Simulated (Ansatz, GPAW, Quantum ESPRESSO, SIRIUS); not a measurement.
## One calculation of CuO, 6 ways

```
Cu O
1.0
     2.34465   -1.71340    0.00000
     2.34465    1.71340    0.00000
    -0.86055    0.00000    5.05944
Cu O
2 2
Cartesian
  0.7420 -0.8457 2.5297
  1.1723 0.8457 0.0000
  1.6421 0.2841 3.8133
  2.0724 -0.2841 1.2836
```

Alike in all runs: task single point; functional PBEsol; k mesh 10 × 10 × 5; occupations fermi-dirac, width 0.05 eV; no spin polarisation; no spin-orbit coupling. Pressure is positive in compression and, in plane waves, holds the error of the finite cutoff, which Ansatz's Pulay term estimates and takes out.

| program and potentials | plane-wave cutoff (eV) | notes | pressure (GPa) | largest force (eV/Å) |
| --- | --- | --- | --- | --- |
| Ansatz, Ansatz PAW | 420 | potentials made for PBE, which Ansatz adapts in part; 12.5 valence electrons an atom on average; Pulay term of +0.75 GPa included | -2.71 | 0.757 |
| SIRIUS, PseudoDojo 0.4.1 PBEsol standard (scalar relativistic) | 1254 | 12.5 valence electrons an atom on average | ? | ? |
| GPAW, PAW data sets generated for this functional | 800 | 8.5 valence electrons an atom on average | -0.12 | 0.797 |
| Ansatz, all-electron LAPW, scalar-relativistic | - | - | -2.73 | 0.757 |
| Quantum ESPRESSO, GBRV 1.5 PBEsol | 762 | 12.5 valence electrons an atom on average | -2.21 | 0.763 |
| SIRIUS, all-electron FP-LAPW, apw+lo standard | - | - | - | 0.755 |

Estimate from the other rows what the run with SIRIUS, PseudoDojo 0.4.1 PBEsol standard (scalar relativistic) gave.

Pressure -2.95 GPa; largest force 0.765 eV/Å. The other rows, which needn't bracket it: pressure -2.73 to -0.12; largest force 0.755 to 0.797.
